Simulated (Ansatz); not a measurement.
Pressure series in GeO2

Consider GeO2 (space group P3_121, No. 152; a = 5.093 Å, c = 5.769 Å).

Cell and atoms are relaxed at each pressure.

All numbers come from plane-wave PAW DFT at the PBE level (Ansatz, a first-principles code, 420 eV), no spin-orbit coupling, earlier PAW set.

```tsv
P (GPa)	V (Å³/atom)
-1.99	15.256
-1.00	14.806
17.99	10.728
30.00	9.721
44.99	8.922
59.99	8.359
```

A third-order Birch–Murnaghan fit to these points gives V₀ = 14.27 Å³/atom, B₀ = 32 GPa and B₀′ = 4.6. At pressure 60 GPa the volume is 58.6 % of V₀.

Load acts through the strain it causes; cell and atoms are relaxed under it. No phonon test of stability was made. No other phases were tried under pressure.
